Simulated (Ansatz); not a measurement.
# Fe3Ge (Pm-3m) in Ansatz: reference runs

Reference runs on Fe3Ge: the cell as given and a disturbed copy.

All numbers are computed with Ansatz 0.2.0; they aren't measurements. Logs are shortened: lines on timing, memory, paths and dates and some standing lists are left out, and cuts for length are marked.

## Step 1: The crystal as given

The structure is cubic, space group Pm-3m (No. 221). Conventional cell: a = 3.661 Å, b = 3.661 Å, c = 3.661 Å, α = 90.00°, β = 90.00°, γ = 90.00°. Ge (site symmetry m-3m) is surrounded by 12 Fe at 2.59 Å. Fe (site symmetry 4/mmm) is surrounded by 4 Ge at 2.59 Å and 8 Fe at 2.59 Å.

The cell comes from a database or a generator and needn't be the stable form of this composition.

## Step 2: Single point, PBEsol, collinear spin, ferromagnetic start

Contents of input.yaml:

```yaml
crystal:
  lattice:
    - [3.66050052, 0.0, 0.0]
    - [0.0, 3.66050052, 0.0]
    - [0.0, 0.0, 3.66050052]
  atoms:
    - { symbol: Ge, position: [0.0, 0.0, 0.0] }
    - { symbol: Fe, position: [0.5, 0.0, 0.5], spin: 3.0 }
    - { symbol: Fe, position: [0.5, 0.5, 0.0], spin: 3.0 }
    - { symbol: Fe, position: [0.0, 0.5, 0.5], spin: 3.0 }
hamiltonian:
  xc: pbesol
  pseudopotentials: { kind: paw }
magnetization:
  spin_polarized: true
kpoints:
  mp_grid: { grid: [7, 7, 7] }
scf:
  occupations: { method: fermi_dirac, width: 0.05 }
output:
  forces: true
  stress: true
  eigenvalues: true
  write_density: true
  write_potential: true
  elf: true
  volumetric_format: npy
```

Potentials or basis: Ansatz PAW.

On the command line:

```bash
$ ansatz run input.yaml --threads 2 --pin off --max-ram 5632MiB --backend cpu --events-out ev --progress --plain --runs-dir out
```

Log:

```text
Warning: RAYON_NUM_THREADS=2 ignored (pool sized by the plan → 2); use --threads N
Engine: ansatz 0.2.0, aarch64-unknown-linux-gnu
Pseudopotentials: kind: paw
Pseudopotential: Ge, paw, valence charge 14, recommended cutoff 420 eV (normal), Ge.paw.azcp
Pseudopotential: Fe, paw, valence charge 16, recommended cutoff 420 eV (normal), Fe.paw.azcp
Functional definition: PBEsol
  exchange = pbesol_x
  correlation = pbesol_c
Crystal: 4 atoms, lattice volume = 49.048 Å³
Basis set: ecut = 420 eV, 949 PW (Γ), exchange–correlation on 50×50×50 points (8 copies of the dense FFT grid, shifted against one another)
Bands: 43, of which v1, the nominal top of the filled ones, is band 31 counted from 1 (30 counted from 0)
Symmetry: 48 space group operations
Space group: Pm-3m (ITA 221), of the structure as read, at distance tolerance 3.7e-5 Å
Magnetic group: BNS 221.92 (UNI 1594), of the structure as read, at distance tolerance 3.7e-5 Å
k-points: 20 of 343
Non-local potential: Ge, projectors of the file, l = 0: 2, l = 1: 2, l = 2: 3, l = 3: 1
Non-local potential: Fe, projectors of the file, l = 0: 3, l = 1: 2, l = 2: 3, l = 3: 1
PAW form: soft (Blöchl's): semilocal exchange-correlation on the pseudo side does not see the compensation charge
PAW frozen core: Ge, regenerated for the run's functional, and the local potential with it (the file was generated under x = pbe(κ = 0.804, μ = 0.2195149727645171), c = pbe(β = 0.06672455060314922))
PAW frozen core: Fe, regenerated for the run's functional, and the local potential with it (the file was generated under x = pbe(κ = 0.804, μ = 0.2195149727645171), c = pbe(β = 0.06672455060314922))
PAW one-centre angular grid: Ge, 590 points (default); XC on 64 Gauss nodes
PAW one-centre angular grid: Fe, 590 points (default); XC on 64 Gauss nodes
Initial density: superposition of atomic densities (chi_scale 0.1, normalization cell)
Starting moments: Σ|m| = 9 μB on 3 of 4 sites
Initial wavefunctions: pseudopotential atomic-orbital guess
Functional: x = pbesol(κ = 0.804, μ = 0.12345679012345678), c = pbesol(β = 0.046)
SCF iter   1: F=—  HF=-17599.767695 eV  |F-HF|=—  |Δ(HF+E_count)|=         —  Δρ=9.46e-2 (↑9.46e-2 ↓4.06e-2)  dr2=2.97e0  dr2_m=1.31e0  M=6.509 μB ∫|m|=6.842 μB  β_m=0.30  ethr=3.10e-3  ⟨swp⟩=5.8  Hψ=5759  notcnv=0  defer=8
Mixer restart at iter 1: flushing history
preconditioner: auto → Kerker (q_TF=auto, 2.837 Å⁻¹)  [metal: Δε(μ)=0.013 eV  Ē_g=13.662 eV  σ=0.050 eV  W_gap=0.06  n_scr=18 (ndim 8)  ℏωp=32.7 eV  f_vac=0.000  D(μ)=3.86/eV (n_scr^D=32)]
spin=Collinear: Kerker preconditioning applied to the charge; magnetization (m = ρ↑ − ρ↓) channel mixes plain (no charge-response kernel on spin).
SCF iter   2: F=—  HF=-17598.823090 eV  |F-HF|=—  |Δ(HF+E_count)|=   9.45e-1  Δρ=3.59e-2 (↑3.59e-2 ↓3.01e-2)  dr2=5.34e-1  dr2_m=3.40e-1  M=6.740 μB ∫|m|=7.110 μB  β_m=0.40  ethr=3.10e-3  ⟨swp⟩=2.1  Hψ=2581  notcnv=0  defer=110
[... 13 lines left out ...]
SCF converged after 13 iterations
Magnetization: 6.4132 μB (34.2066 up, 27.7934 down)
Absolute magnetization: 6.8934 μB (∫|ρ↑−ρ↓|, with the PAW one-centre terms)
Spin contamination: 0.1145 ħ² per cell (⟨S²⟩ above its minimum at these occupations)
Per-site moments (μB) at R_I (Å): [(-0.11844046940073051, 1.0677004553444145), (2.199645450688584, 1.0677004553444145), (2.1996454506885854, 1.0677004553444145), (2.1996454506885845, 1.0677004553444145)]
Free energy (F): -17600.451422 eV
Harris-Foulkes:  -17600.451422 eV  (|F-HF|=4.77e-9)
Internal energy: -17600.423498 eV  (E = F + TS)
E sigma→0 (E₀):  -17600.437460 eV
Entropy (-TS):   -0.027924 eV (-6.981 meV/atom)
Fermi energy:    17.675364 eV
--- Per-component energies (eV) ---
  E_band       = -719.676369
  E_kinetic    = 1164.565570
  E_local      = -8276.984570  (includes V_loc(G=0)·N_el)
  E_nonlocal   = 1084.662970
  E_hartree    = 3519.374107
  E_xc         = -426.437826
  E_vxc        = -519.250963  (∫ρ·V_xc dr)
  E_paw        = -5987.511619  (= ΣΔE_a)
  E_vpaw       = -1211.413124  (= ΣTr[D̂ρ^β])
  E_aug_tail   = 0.002689  (compensation charges beyond the density's cutoff)
  E_ewald      = -8679.550360
  E_core_change = 1.455541  (= ΣΔE_core)
  E_smearing   = -0.027924  (= −TS)
  E_closure    = -0.000000  (closes the sum)
  Σ components = -17600.451422   (vs F -17600.451422, Δ=0.00e0)
--- Forces (eV/Å), atoms counted from 1 ---
  atom   1  Ge     0.00000000     0.00000000    -0.00000000
  atom   2  Fe    -0.00000000    -0.00000000     0.00000000
  atom   3  Fe     0.00000000    -0.00000000     0.00000000
  atom   4  Fe     0.00000000    -0.00000000     0.00000000
  max |Σ_I F_I| component: 9.37e-29 eV/Å
--- Stress (GPa, compression-positive) ---
      -11.584494      -0.000000       0.000000
       -0.000000     -11.584494       0.000000
        0.000000       0.000000     -11.584494
  P = ⅓ Tr σ = -11.5845 GPa (-115.845 kbar)
--- Band table (eV; the first three rows and the last of 40) ---
  k-point 0 ↑: bands = ["-70.4489", "-70.3950", "-70.3950", "-36.7153", "-36.7153", "-36.7153", "-36.5989", "-36.5989", "-36.5989", "-36.4933", "-36.4933", "-36.4933", "-7.1164", "-7.1164", "-7.1106", "-7.1106", "-7.1106", "5.4482", "12.0452", "13.3359", "13.3359", "13.6401", "13.6401", "13.6401", "15.5288", "15.5288", "15.5288", "16.2562", "16.2562", "16.4171", "16.4171", "16.4171", "16.9737", "17.3260", "17.3260", "17.3260", "20.6037", "24.1823", "24.1823", "26.9955", "26.9955", "26.9955", "30.1902"]
  k-point 1 ↑: bands = ["-70.4465", "-70.3973", "-70.3950", "-36.7093", "-36.7093", "-36.7058", "-36.6007", "-36.6007", "-36.5995", "-36.5042", "-36.4976", "-36.4976", "-7.1157", "-7.1129", "-7.1105", "-7.1104", "-7.1104", "5.6605", "12.1100", "13.0102", "13.4943", "13.6105", "13.6105", "13.7007", "15.2073", "15.2073", "15.4561", "15.7100", "16.2372", "16.2529", "16.4877", "16.4877", "16.8684", "17.3262", "17.7908", "17.7908", "21.1867", "24.1521", "24.7779", "26.5507", "26.5507", "26.5857", "29.4401"]
  k-point 2 ↑: bands = ["-70.4401", "-70.4037", "-70.3949", "-36.6935", "-36.6935", "-36.6794", "-36.6064", "-36.6064", "-36.6007", "-36.5336", "-36.5077", "-36.5077", "-7.1140", "-7.1101", "-7.1098", "-7.1098", "-7.1049", "6.2529", "11.4891", "12.7462", "13.4975", "13.4975", "13.8592", "13.9173", "14.9796", "14.9796", "15.2329", "15.2704", "15.9283", "16.2111", "16.2131", "16.2131", "16.5979", "17.3268", "19.0041", "19.0041", "21.5018", "24.0699", "24.9552", "24.9960", "24.9960", "27.9573", "28.2118"]
  k-point 19 ↓: bands = ["-67.9015", "-67.8986", "-67.8986", "-34.2927", "-34.2902", "-34.2902", "-34.2604", "-34.0935", "-34.0935", "-34.0918", "-33.9698", "-33.9698", "-7.1412", "-7.1412", "-7.1412", "-7.1154", "-7.1154", "8.4454", "13.0545", "13.5693", "13.5693", "14.6537", "14.6537", "14.9060", "16.7390", "16.7390", "16.8133", "16.8633", "18.0450", "18.0450", "18.1830", "18.2991", "18.2991", "19.1603", "19.1603", "19.1665", "19.7608", "23.0903", "23.0903", "23.7080", "32.2142", "32.2142", "32.3792"]
```

rho_z.tsv:

```text
# z_ang	rho[e/angstrom^3]	rho_spin[e/angstrom^3]
# format = ansatz-planar-average/11
# lattice	3.660500520	0.000000000	0.000000000
# lattice	0.000000000	3.660500520	0.000000000
# lattice	0.000000000	0.000000000	3.660500520
# sites	4
# site	32	0.000000000	0.000000000	0.000000000
# site	26	1.830250260	0.000000000	1.830250260
# site	26	1.830250260	1.830250260	0.000000000
# site	26	0.000000000	1.830250260	1.830250260
0.000000	2.842391e0	2.239425e-1
0.146420	2.431914e0	1.872968e-1
0.292840	1.601859e0	1.165043e-1
0.439260	9.271793e-1	6.163929e-2
0.585680	5.547158e-1	2.937060e-2
0.732100	3.907972e-1	1.286074e-2
[... 17 lines left out ...]
3.367660	1.601859e0	1.165043e-1
3.514080	2.431914e0	1.872968e-1
```

It took 5.9 s on 2 threads of Arm Neoverse V1, shared host; peak memory 0.41 GiB.

Results:

```yaml
Free_energy: -17600.4514 eV
Pressure: -11.6 GPa
Band_gap_on_the_k_mesh: none (metal or under the smearing width)
Net_moment: 6.41 μB per cell
Absolute_moment: 6.89 μB per cell
Site_moments: Ge -0.12; Fe +2.20 μB
```

Caveat: the PAW data sets come from PBE, with cores solved anew for the run's functional, which leaves a small shift of forces and pressure.

## Step 3: Single point, PBEsol, collinear spin, ferromagnetic start (atoms moved at random, drawn with an rms of 0.05 Å)

Changes to input.yaml since step 2:

```diff
@@ -6,6 +6,6 @@
   atoms:
-    - { symbol: Ge, position: [0.0, 0.0, 0.0] }
-    - { symbol: Fe, position: [0.5, 0.0, 0.5], spin: 3.0 }
-    - { symbol: Fe, position: [0.5, 0.5, 0.0], spin: 3.0 }
-    - { symbol: Fe, position: [0.0, 0.5, 0.5], spin: 3.0 }
+    - { symbol: Ge, position: [-0.01765, 0.001191, 0.00897] }
+    - { symbol: Fe, position: [0.5087, 0.008782, 0.508754], spin: 3.0 }
+    - { symbol: Fe, position: [0.496635, 0.515485, 0.011532], spin: 3.0 }
+    - { symbol: Fe, position: [0.004126, 0.493165, 0.500831], spin: 3.0 }
 hamiltonian:
```

Potentials or basis: Ansatz PAW.

On the command line:

```bash
$ ansatz run input.yaml --threads 2 --pin off --max-ram 5632MiB --backend cpu --events-out ev --progress --plain --runs-dir out
```

Log:

```text
Warning: RAYON_NUM_THREADS=2 ignored (pool sized by the plan → 2); use --threads N
[... 7 set-up lines as earlier in the session ...]
Crystal: 4 atoms, lattice volume = 49.048 Å³
Basis set: ecut = 420 eV, 949 PW (Γ), exchange–correlation on 50×50×50 points (8 copies of the dense FFT grid, shifted against one another)
Bands: 43, of which v1, the nominal top of the filled ones, is band 31 counted from 1 (30 counted from 0)
Symmetry: 1 space group operations
Space group: P1 (ITA 1), of the structure as read, at distance tolerance 3.7e-5 Å
Magnetic group: BNS 1.1 (UNI 1), of the structure as read, at distance tolerance 3.7e-5 Å
k-points: 172 of 343 (time reversal used)
[... 8 set-up lines as earlier in the session ...]
Starting moments: Σ|m| = 9 μB on 3 of 4 sites
[... 2 set-up lines as earlier in the session ...]
[... 26 lines left out ...]
Per-site moments (μB) at R_I (Å): [(-0.10957980061568837, 1.037193858450102), (2.1786195597955444, 1.0397735992046733), (2.181451958783114, 1.037193858450102), (2.194279587115105, 1.0462773551234836)]
Free energy (F): -17600.408870 eV
Harris-Foulkes:  -17600.408870 eV  (|F-HF|=4.62e-8)
Internal energy: -17600.380263 eV  (E = F + TS)
E sigma→0 (E₀):  -17600.394567 eV
Entropy (-TS):   -0.028607 eV (-7.152 meV/atom)
Fermi energy:    17.662989 eV
--- Per-component energies (eV) ---
  E_band       = -719.799535
  E_kinetic    = 1164.868077
  E_local      = -8285.145687  (includes V_loc(G=0)·N_el)
  E_nonlocal   = 1084.626391
  E_hartree    = 3523.311277
  E_xc         = -426.507111
  E_vxc        = -519.341332  (∫ρ·V_xc dr)
  E_paw        = -5987.508921  (= ΣΔE_a)
  E_vpaw       = -1211.427099  (= ΣTr[D̂ρ^β])
  E_aug_tail   = 0.002692  (compensation charges beyond the density's cutoff)
  E_ewald      = -8675.482524
  E_core_change = 1.455541  (= ΣΔE_core)
  E_smearing   = -0.028607  (= −TS)
  E_closure    = 0.000000  (closes the sum)
  Σ components = -17600.408870   (vs F -17600.408870, Δ=0.00e0)
--- Forces (eV/Å), atoms counted from 1 ---
  atom   1  Ge     0.54538304     0.07662413    -0.12746353
  atom   2  Fe    -0.45620438    -0.07231746     0.01801677
  atom   3  Fe    -0.11141078    -0.32639510    -0.13272710
  atom   4  Fe     0.02223372     0.32209762     0.24218484
  max |Σ_I F_I| component: 1.10e-5 eV/Å
--- Stress (GPa, compression-positive) ---
      -11.062844       0.236023      -0.053282
        0.236023     -11.283042       0.078390
       -0.053282       0.078390     -11.121512
  P = ⅓ Tr σ = -11.1558 GPa (-111.558 kbar)
--- Band table (eV; the first three rows and the last of 344) ---
  k-point 0 ↑: bands = ["-70.4464", "-70.3945", "-70.3879", "-36.7157", "-36.7128", "-36.7112", "-36.6012", "-36.5974", "-36.5909", "-36.4902", "-36.4891", "-36.4887", "-7.1182", "-7.1178", "-7.1130", "-7.1125", "-7.1115", "5.4452", "12.0481", "13.3124", "13.3367", "13.6343", "13.6378", "13.6445", "15.4979", "15.5113", "15.5245", "16.2257", "16.2376", "16.3748", "16.4662", "16.4790", "17.0537", "17.3134", "17.3271", "17.3287", "20.5935", "24.1408", "24.1687", "27.0146", "27.0288", "27.0618", "30.1833"]
  k-point 1 ↑: bands = ["-70.4442", "-70.3952", "-70.3894", "-36.7098", "-36.7055", "-36.7034", "-36.6037", "-36.5973", "-36.5919", "-36.5010", "-36.4937", "-36.4928", "-7.1175", "-7.1144", "-7.1127", "-7.1122", "-7.1112", "5.6572", "12.1101", "12.9937", "13.4722", "13.6102", "13.6174", "13.7135", "15.1927", "15.2043", "15.4578", "15.7058", "16.2174", "16.2571", "16.4624", "16.5196", "16.8981", "17.3207", "17.8052", "17.8148", "21.1681", "24.1141", "24.7782", "26.5473", "26.5704", "26.6623", "29.4018"]
  k-point 2 ↑: bands = ["-70.4383", "-70.3990", "-70.3913", "-36.6953", "-36.6902", "-36.6779", "-36.6095", "-36.5998", "-36.5938", "-36.5299", "-36.5042", "-36.5029", "-7.1158", "-7.1125", "-7.1117", "-7.1107", "-7.1063", "6.2483", "11.4822", "12.7451", "13.4772", "13.5086", "13.8590", "13.9258", "14.9666", "14.9912", "15.2192", "15.2686", "15.9196", "16.1872", "16.2197", "16.2490", "16.6094", "17.3242", "19.0117", "19.0128", "21.4808", "24.0153", "24.9011", "25.0145", "25.1401", "27.9504", "28.2085"]
  k-point 171 ↓: bands = ["-67.9241", "-67.9025", "-67.8903", "-34.2619", "-34.2457", "-34.2384", "-34.2073", "-34.1603", "-34.1414", "-34.1183", "-34.0216", "-34.0036", "-7.1368", "-7.1360", "-7.1347", "-7.1342", "-7.1235", "7.2832", "10.9373", "13.7725", "14.3021", "14.8008", "15.6939", "15.9013", "16.3608", "16.4651", "16.7548", "17.5130", "17.8225", "17.9451", "18.1013", "18.4921", "18.7386", "19.0969", "20.4843", "20.7074", "21.9295", "23.4371", "24.5070", "26.1807", "27.8708", "28.0628", "30.3004"]
```

v_z.tsv:

```text
# z_ang	v_es[eV]	v_tot_up[eV]	v_tot_dn[eV]
# format = ansatz-planar-average/11
# xc	pbesol
# density_cutoff_ev	1680
# datasets	Ge=:simpson_from_first_knot:soft:shift=-1170623	Fe=:simpson_from_first_knot:soft:shift=-844433
# lattice	3.660500520	0.000000000	0.000000000
# lattice	0.000000000	3.660500520	0.000000000
# lattice	0.000000000	0.000000000	3.660500520
# sites	4
# site	32	-0.064607834	0.004359656	0.032834690
# site	26	1.862096615	0.032146516	1.862294282
# site	26	1.817932676	1.886933111	0.042212892
# site	26	0.015103225	1.805230739	1.833292136
0.000000	2.684006e0	-1.120274e1	-1.090281e1
0.146420	2.952633e0	-1.086995e1	-1.059956e1
0.292840	4.308749e0	-9.156288e0	-8.995810e0
0.439260	6.505796e0	-6.391494e0	-6.342475e0
0.585680	9.193089e0	-3.062439e0	-3.071879e0
0.732100	1.187430e1	1.566651e-1	1.582730e-1
[... 17 lines left out ...]
3.367660	5.404760e0	-7.739680e0	-7.627709e0
3.514080	3.548188e0	-1.009644e1	-9.869440e0
```

Run time: 92 s. Hardware: 2 threads of Arm Neoverse V1, shared host; peak memory 0.76 GiB.

Results:

```yaml
Free_energy: -17600.4089 eV
Pressure: -11.2 GPa
Largest_force: 0.565 eV/Å
Band_gap_on_the_k_mesh: none (metal or under the smearing width)
Net_moment: 6.39 μB per cell
Absolute_moment: 6.87 μB per cell
Site_moments: Ge -0.11; Fe +2.18, +2.19 μB
```

Forces on the atoms (eV/Å):
```
Ge   0.545  0.077 -0.127
Fe  -0.456 -0.072  0.018
Fe  -0.111 -0.326 -0.133
Fe   0.022  0.322  0.242
```

Caveat: the PAW data sets come from PBE, with cores solved anew for the run's functional, which leaves a small shift of forces and pressure.
